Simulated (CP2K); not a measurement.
C in CP2K: the effect of functional

C:

```
CELL_PARAMETERS angstrom
2.52210 0.00000 0.00000
-1.26105 2.18420 0.00000
0.00000 0.00000 8.23710
ATOMIC_POSITIONS crystal
C 0.66667 0.33333 0.84375
C 0.33333 0.66667 0.34375
C 0.66667 0.33333 0.65625
C 0.33333 0.66667 0.15625
C 0.00000 0.00000 0.90625
C 0.00000 0.00000 0.40625
C 0.00000 0.00000 0.59375
C 0.00000 0.00000 0.09375
```

This is a hexagonal form of diamond, not graphite.

Alike in all runs:

- Program: CP2K 2026.2
- Task: atomic charges
- Potentials or basis: POTENTIAL_UZH C GTH-PBE-q4; DZVP-MOLOPT-PBE-GTH basis
- Density cutoff: 9184 eV
- k mesh: 9 × 9 × 3
- Occupations: fermi-dirac, width 0.05 eV
- Spin: no spin polarisation

| functional | gap on the mesh (eV) | pressure (GPa) |
| --- | --- | --- |
| LDA | 4.80 | 0.7 |
| PBEsol | 4.84 | 0.9 |
| RPBE | ? | ? |
| WC | 4.88 | 1.4 |
| PW91 | 5.00 | 4.9 |
| TASK | 5.00 | 10.5 |

Task: What does the run with functional RPBE give?

Result: gap on the mesh 5.04 eV; pressure 5.7 GPa.

Caveats: the potentials were made for another functional, which shifts forces and pressure; an odd mesh through Γ misses points on the zone boundary, where band edges often lie; the basis of atomic orbitals isn't converged, which shifts pressures, moduli and gaps.

Runs at the PBE level aren't shown here.
